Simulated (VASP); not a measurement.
Al:

```
Al
1.0
     2.81246    0.00000    0.00000
    -1.40623    2.43566    0.00000
     0.00000    0.00000    4.86685
Al
2
Direct
  0.66667 0.33333 0.75000
  0.33333 0.66667 0.25000
```

This isn't the form of Al at room conditions, which is fcc.

Base run:

| Item | Value |
| --- | --- |
| Program | VASP 6.6.1 |
| Functional | BLYP |
| Potentials or basis | VASP PAW PBE potentials, release 64 (Al) |
| Cutoff | 520 eV |
| k mesh | 9 × 9 × 5 |
| Occupations | fermi-dirac, width 0.1 eV |
| Spin | no spin polarisation |

Its results: band gap on the k mesh none (metal or under the smearing width); pressure 3.7 GPa.

The run is repeated on the same cell with these changes: functional from BLYP to LDA; potentials or basis from VASP PAW PBE potentials, release 64 (Al) to VASP PAW LDA potentials, release 64 (Al). What comes out?

Band gap on the k mesh none (metal or under the smearing width); pressure -3.0 GPa.

Caveats: the PAW data sets were made with another functional, which shifts forces and pressure a little (some runs).
